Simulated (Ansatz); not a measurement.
# AlN: moving Al off its site

AlN, F-43m, a = 4.368 Å (as given, not relaxed at this level: 4.9 GPa). This isn't the usual stable structure of the compound. Ansatz: PBE, PAW, 420 eV, Γ-centred 6×6×6 mesh on 8 atoms, Gaussian smearing 0.05 eV; no spin polarisation.

```xyz
8
Lattice="4.3680 0.0000 0.0000 0.0000 -4.3680 0.0000 0.0000 0.0000 -4.3680" Properties=species:S:1:pos:R:3 pbc="T T T"
Al    0.0000   -2.1840   -2.1840
Al    2.1840    0.0000   -2.1840
Al    2.1840   -2.1840    0.0000
Al    0.0000    0.0000    0.0000
N     3.2760   -3.2760   -3.2760
N     1.0920   -1.0920   -3.2760
N     1.0920   -3.2760   -1.0920
N     3.2760   -1.0920   -1.0920
```

Atom 1 (Al) moves by x along the unit vector (0.707, 0.707, 0.000), with its periodic images; all else is held. y is the free energy of the cell over the start, F the force along the path summed over the moved atoms. Symmetry makes y even in x.

```
 x (Å) y (meV) F (eV/Å)
-0.300        ?         ?
-0.100    105.5      2.12
 0.000      0.0      0.00
 0.050     26.3     -1.05
 0.150    239.4     -3.24
 0.200    430.3     -4.41
 0.250    681.7     -5.66
```

Task: Fit y = c2 x² + c4 x⁴ to the energies of the other rows, give the force constant, and predict energy and force of the missing row.

Result: Least squares on the rows shown. y = 10489 x² + 6688.8 x⁴. The force constant is 2 c2 = 21.0 eV/Å², for the cell as given, at 4.9 GPa (for all images moving together, not for a lone atom). The force −dy/dx at the missing row is 7.02 eV/Å (computed 7.01). At x = -0.300 the fit asked for gives 998.2 meV. The run gave 998.1 meV, so the fit is 0.1 meV too high, a small miss on the scale of the series.